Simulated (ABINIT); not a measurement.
The system is C.

```
C
1.0
     0.00000    1.78337    1.78337
     1.78337    0.00000    1.78337
     1.78337    1.78337    0.00000
C
2
Direct
  0.75000 0.75000 0.75000
  0.50000 0.50000 0.50000
```

This isn't the form of C at room conditions, which is graphite.

Base run:

| Property | Result |
| --- | --- |
| Program | ABINIT 10.8.3 (patched build) |
| Functional | PBEsol |
| Potentials or basis | PseudoDojo NC SR PBEsol v0.4.1 standard |
| Cutoff | 1007 eV |
| k mesh | 10 × 10 × 10 |
| Occupations | fermi-dirac, width 0.05 eV |
| Spin | no spin polarisation |

Its results: band gap on the k mesh 4.08 eV, indirect (least direct gap 5.56 eV); pressure -4.0 GPa.

Task: After a change of settings the same cell gave: band gap on the k mesh 4.08 eV, indirect (least direct gap 5.56 eV); pressure -3.2 GPa. Which change was it?
A. cutoff from 1007 eV to 1116 eV
B. functional from PBEsol to LDA; potentials or basis from PseudoDojo NC SR PBEsol v0.4.1 standard to PseudoDojo NC SR LDA v0.4.1 standard; cutoff from 1007 eV to 1116 eV
C. functional from PBEsol to LDA; potentials or basis from PseudoDojo NC SR PBEsol v0.4.1 standard to PseudoDojo NC SR LDA v0.4.1 standard

Result: A.

Runs at the PBE level aren't shown here.
